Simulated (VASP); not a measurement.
Input of a VASP 6.6.1 run:

The input POSCAR:

```
Te2Pb
1.0
    2.1269962715      1.2280218699      6.2642067447
   -2.1269962715      1.2280218699      6.2642067447
    0.0000000000     -2.4560437398      6.2642067447
Pb Te
1 2
Direct
    0.0000000000      0.0000000000      0.0000000000
    0.2297518143      0.2297518143      0.2297518143
    0.7702481857      0.7702481857      0.7702481857
```

INCAR.step1

```
SYSTEM = Te2Pb
PREC     = Accurate       ! precision mode
ENCUT    = 520            ! plane-wave cutoff, eV
EDIFF    = 1E-5           ! SCF threshold, eV
ISMEAR   = -1             ! smearing method
SIGMA    = 0.02           ! smearing width, eV
LREAL    = .FALSE.        ! projectors in reciprocal space
LASPH    = .TRUE.         ! aspherical terms in the spheres
NELM     = 100            ! most SCF steps
ALGO     = Normal         ! electronic algorithm
ISIF     = 2              ! what is computed and relaxed
LWAVE    = .TRUE.         ! write WAVECAR
LCHARG   = .FALSE.        ! write CHGCAR
NBANDS   = 20             ! bands
GGA      = PE             ! functional
```

INCAR.step2

```
SYSTEM = Te2Pb
PREC     = Accurate       ! precision mode
ENCUT    = 520            ! plane-wave cutoff, eV
EDIFF    = 1E-6           ! SCF threshold, eV
ISMEAR   = -1             ! smearing method
SIGMA    = 0.02           ! smearing width, eV
LREAL    = .FALSE.        ! projectors in reciprocal space
LASPH    = .TRUE.         ! aspherical terms in the spheres
NELM     = 100            ! most SCF steps
ALGO     = Normal         ! electronic algorithm
ISIF     = 2              ! what is computed and relaxed
LWAVE    = .FALSE.        ! write WAVECAR
LCHARG   = .FALSE.        ! write CHGCAR
GGA      = PE             ! functional
LHFCALC  = .TRUE.         ! exact exchange
HFSCREEN = 0.2079         ! screening, 1/A
PRECFOCK = Normal       
NBANDS   = 20             ! bands
ISTART   = 1
```

The input KPOINTS:

```
regular mesh
0
G
  4 4 4
  0 0 0
```

Potentials or basis: VASP PAW PBE potentials, release 64 (Pb_d, Te).

The run is started by

```bash
$ cat potpaw_PBE.64/Pb_d/POTCAR potpaw_PBE.64/Te/POTCAR > POTCAR
$ cp INCAR.step1 INCAR
$ mpirun -np 1 vasp_std > vasp.out
$ cp INCAR.step2 INCAR
$ mpirun -np 1 vasp_std > vasp.out
```

Q: Estimate the band gap on the k mesh.

A: None (metal or under the smearing width).

Q: What does it give for the largest force?

A: 0.087 eV/Å.

Q: What does it give for the pressure?

A: -0.3 GPa.

Stress tensor (GPa, compression positive):
```
 0.44  0.00  0.00
 0.00  0.44  0.00
 0.00  0.00 -1.63
```

Caveat: the k mesh is coarse (spacing up to 0.43 Å⁻¹), so the values aren't converged, least of all with exact exchange; the PAW data sets were made with another functional, which shifts forces and pressure a little. The run has no spin-orbit coupling, so splittings on Pb, Te are missing.
